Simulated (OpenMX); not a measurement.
## Ag: single point with PBE

Ag:

```
Ag
1.0
     0.00000    2.04275    2.04275
     2.04275    0.00000    2.04275
     2.04275    2.04275    0.00000
Ag
1
Cartesian
  0.0000 0.0000 0.0000
```

```json
{
  "Program": "OpenMX 3.8.5",
  "Task": "single point",
  "Functional": "PBE",
  "Potentials or basis": "OpenMX 2013 PBE set, Ag7.0-s3p2d2, grid cutoff 350 Ry",
  "k mesh": "11 × 11 × 11",
  "Occupations": "fermi-dirac, width 0.05 eV",
  "Spin": "no spin polarisation"
}
```

- Pressure: 8.0 GPa
- Band gap on the k mesh: none (metal or under the smearing width)

Levels at points of the mesh, in eV from the Fermi level:
```csv
k point,band 6,band 7,band 8,band 9,band 10,band 11,band 12,band 13
"(0.00, 0.00, 0.00)",-5.06,-5.06,-4.03,-4.03,26.06,26.06,26.07,35.91
```

Run time: 41 s on 1 thread of Arm Neoverse V1, on a shared host, peak memory 0.43 GiB.

Caveat: the basis of atomic orbitals isn't converged, which shifts pressures, moduli and gaps.
